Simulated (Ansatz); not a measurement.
Cs, 1 atom in the cell. The structure is cubic, space group Fm-3m (No. 225). Conventional cell: a = 8.506 Å, b = 8.506 Å, c = 8.506 Å, α = 90.00°, β = 90.00°, γ = 90.00°. This isn't the form of Cs at room conditions, which is bcc. The cell isn't the ideal one: volume scaled by 1.25.

- Program: Ansatz 0.2.0
- Task: relaxation of cell and atoms
- Functional: revPBE
- Dispersion: D3(BJ)
- Potentials or basis: all-electron LAPW, relativistic spinors
- Basis error allowed: 0.001 eV/atom
- k mesh: 5 × 5 × 5
- Occupations: methfessel-paxton, width 0.2 eV
- Spin: spin-orbit coupling, no magnetisation

Potentials or basis: all-electron LAPW, relativistic spinors.

Run with:

```console
$ ansatz run input.yaml --threads 1 --pin off --max-ram 3072MiB --backend cpu --events-out ev --progress --plain --runs-dir out
```

Hardware: 1 thread of Arm Neoverse V2, with other jobs on the host.

Question: How long does it take, and how much memory?

Answer: It took 13 s on 1 thread of Arm Neoverse V2, with other jobs on the host, peak memory 0.24 GiB. Counts: scf iterations 21, plane waves 65, k points 10, bands 18, ion steps 6.
